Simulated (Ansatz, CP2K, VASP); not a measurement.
# One calculation of Os, 3 ways

```
Os
1.0
     2.73410    0.00000    0.00000
    -1.36705    2.36780    0.00000
     0.00000    0.00000    4.31970
Os
2
Cartesian
  1.3671 0.7893 3.2398
  0.0000 1.5785 1.0799
```

Alike in all runs: task band structure; functional revPBE; k mesh 11 × 11 × 6; occupations fermi-dirac, width 0.05 eV; no spin polarisation; no spin-orbit coupling. Pressure is positive in compression and, in plane waves, holds the error of the finite cutoff.

| program and potentials | plane-wave cutoff (eV) | notes | pressure (GPa) |
| --- | --- | --- | --- |
| CP2K, POTENTIAL_UZH Os GTH-PBE-q16; TZVP-MOLOPT-PBE-GTH basis | - | atomic basis; potentials made for PBE; 16 valence electrons an atom on average | 9.29 |
| VASP, PBE PAW files Os, 520 eV | 520 | potentials made for PBE; 8 valence electrons an atom on average | 11.64 |
| Ansatz, all-electron LAPW, scalar-relativistic | - | - | 11.74 |

The pressure spans 9.29 (CP2K, POTENTIAL_UZH Os GTH-PBE-q16; TZVP-MOLOPT-PBE-GTH basis) to 11.74 GPa (Ansatz, all-electron LAPW, scalar-relativistic), with all-electron results at 11.74. The cell lies far from this level's equilibrium. Rows in atomic bases carry the error of their basis and grid, which can be large.

Differences between rows come from potentials, basis sets and numerical settings, since the functional is the same but for its coding. Runs on potential files found faulty are left out.
